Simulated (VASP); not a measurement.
Input of a VASP 6.6.1 run:

The input INCAR:

```
SYSTEM = Be
PREC     = Accurate       ! precision mode
ENCUT    = 520            ! plane-wave cutoff, eV
EDIFF    = 1E-6           ! SCF threshold, eV
ISMEAR   = -1             ! smearing method
SIGMA    = 0.3            ! smearing width, eV
LREAL    = Auto         
LASPH    = .TRUE.         ! aspherical terms in the spheres
NELM     = 100            ! most SCF steps
ALGO     = Fast           ! electronic algorithm
ISIF     = 2              ! what is computed and relaxed
LWAVE    = .FALSE.        ! write WAVECAR
LCHARG   = .FALSE.        ! write CHGCAR
GGA      = PS             ! functional
NBANDS   = 60             ! bands
```

The input KPOINTS:

```
regular mesh
0
G
  2 2 2
  0 0 0
```

POSCAR

```
Be
1.0
    7.1812630000      0.0000000000      0.0000000000
   -3.5906320000      6.2191560000      0.0000000000
    0.0000000000      0.0000000000      7.4842370000
Be
36
Direct
    0.1125598846      0.2341153687      0.1032703801
    0.2471245382      0.1740268294      0.3815886643
    0.0601767356      0.2079703420      0.6340526095
    0.2309036322      0.0878897394      0.8604617946
    0.0899329161      0.5706883699      0.1298462355
    0.2781610173      0.4954691601      0.3685612842
    0.1604818837      0.5532905108      0.6168030221
    0.2626689373      0.4032701543      0.8238648776
    0.1079551901      0.9208001857      0.1557941043
    0.1442889022      0.7553758098      0.3781948648
    0.1347957692      0.8496008140      0.6334647072
    0.1720557091      0.7107877661      0.8852605817
    0.5023250564      0.3203971729      0.0826002704
    0.5072115898      0.1304839435      0.3965267268
    0.4312806069      0.2869521202      0.5894522047
    0.5236270416      0.0128956405      0.8659934206
    0.4238331950      0.5919452736      0.1461872466
    0.5804154876      0.4996658711      0.4123600041
    0.4479278786      0.5830694712      0.6342263079
    0.5602944544      0.4641305026      0.8681846927
    0.4391910475      0.8887701161      0.1803523860
    0.5904139211      0.8084698310      0.3721287821
    0.4406128231      0.8448252464      0.5657490536
    0.5346280810      0.7255003734      0.8865432776
    0.8428204214      0.2835754562      0.1150952328
    0.9005736668      0.1543617816      0.3350909385
    0.7649686230      0.1919553071      0.6368050611
    0.8794423658      0.1169451289      0.8824279616
    0.7851724641      0.5496887359      0.1274545421
    0.8177939328      0.4012923940      0.3734382008
    0.7756789628      0.5169994128      0.5995400734
    0.8975395669      0.4828307893      0.8298374303
    0.7135632896      0.8890595444      0.1196113912
    0.8735709025      0.7816012334      0.3728369372
    0.8203828449      0.8801194246      0.6591987934
    0.9260878766      0.7872933240      0.9112084505
```

Potentials or basis: VASP PAW PBE potentials, release 64 (Be).

The run is started by

```console
$ cat potpaw_PBE.64/Be/POTCAR > POTCAR
$ mpirun -np 1 vasp_std > vasp.out
```

What does it give for the largest force?

4.527 eV/Å.

What does it give for the band gap on the k mesh?

None (metal or under the smearing width).

Stress tensor (GPa, compression positive):
```
-3.15  0.65 -1.87
 0.65 -2.56 -0.93
-1.87 -0.93 -5.06
```

Caveat: the k mesh is coarse (spacing up to 0.51 Å⁻¹), so the values aren't converged; the PAW data sets were made with another functional, which shifts forces and pressure a little.
